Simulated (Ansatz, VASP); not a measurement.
One calculation of Ti, two programs

File POSCAR:

```
Ti
1.0
   -1.5446001272      1.5446001272      1.5446001272
    1.5446001272     -1.5446001272      1.5446001272
    1.5446001272      1.5446001272     -1.5446001272
Ti
1
Direct
    0.0000000000      0.0000000000      0.0000000000
```

The input INCAR.step1:

```
PREC = Accurate
ENCUT = 520
ISMEAR = 0
SIGMA = 0.15
LREAL = False
LASPH = True
NELM = 100
NBANDS = 12
GGA = PE
ALGO = Normal
EDIFF = 1E-4
LWAVE = True
LCHARG = False
```

INCAR.step2

```
PREC = Accurate
ENCUT = 520
EDIFF = 1E-6
ISMEAR = 0
SIGMA = 0.15
LREAL = False
LASPH = True
NELM = 100
ALGO = Normal
ISIF = 2
LWAVE = False
LCHARG = False
METAGGA = R2SCAN
LMIXTAU = True
NBANDS = 12
ISTART = 1
```

The input KPOINTS:

```
regular mesh
0
Gamma
  26 26 26
```

Input for Ansatz:

```yaml
crystal:
  lattice:
    - [-1.5446001272, 1.5446001272, 1.5446001272]
    - [1.5446001272, -1.5446001272, 1.5446001272]
    - [1.5446001272, 1.5446001272, -1.5446001272]
  atoms:
    - { symbol: Ti, position: [0.0, 0.0, 0.0] }
basis:
  ecutwfc: 500
kpoints:
  mp_grid: { grid: [26, 26, 26] }
hamiltonian:
  xc: r2scan
scf:
  occupations: { method: gaussian, width: 0.15 }
output:
  forces: true
  stress: true
  eigenvalues: true
```

Change from the starting cell: strain -0.050 along x and y, -0.050 along z, atoms carried along.

Alike in both runs: task single point; functional r2SCAN; k mesh 26 × 26 × 26; occupations gaussian, width 0.15 eV; no spin polarisation.

|  | VASP | Ansatz |
| --- | --- | --- |
| version | VASP 6.6.1 | Ansatz 0.2.0 |
| potentials or method | VASP PAW PBE potentials, release 64 (Ti_sv) | scalar-relativistic, plane waves, PAW |
| plane-wave cutoff (eV) | 520 | 500 |
| valence electrons in the cell | 12 | 12 |

```tsv
	VASP	Ansatz	Ansatz less VASP
gap on the k mesh at the Fermi level (eV)	none	none	-
pressure (GPa)	22.6	21.9	-0.67
```

A gap of «none» marks a metal or a gap that the smearing closes.

Caveats: so large a pressure means that the cell lies far from this level's equilibrium, or that cutoff or potentials fall short (VASP); the potentials were made for another functional, which shifts forces and pressure (VASP).
